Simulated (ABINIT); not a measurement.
The system is Bi.

```
Bi
1.0
     2.26750    1.30914    3.93800
    -2.26750    1.30914    3.93800
     0.00000   -2.61828    3.93800
Bi
2
Direct
  0.76600 0.76600 0.76600
  0.23400 0.23400 0.23400
```

Base run:

* Program: ABINIT 10.8.3 (patched build)
* Functional: BLYP
* Potentials or basis: JTH PAW PBE v2.0
* Cutoff: 707 eV
* k mesh: 7 × 7 × 7
* Occupations: fermi-dirac, width 0.05 eV
* Spin: no spin polarisation

Its results: pressure 4.9 GPa; largest force 0.214 eV/Å.

After a change of settings the same cell gave: pressure -0.5 GPa; largest force 0.102 eV/Å. Which change was it?
A. functional from BLYP to RPBE
B. functional from BLYP to LDA
C. functional from BLYP to AM05
D. functional from BLYP to r2SCAN

C.

AM05 binds more tightly than BLYP, so the same cell stands under less pressure.

Caveats: the PAW data sets were made with another functional, which shifts forces and pressure a little.

Runs at the PBE level aren't shown here.
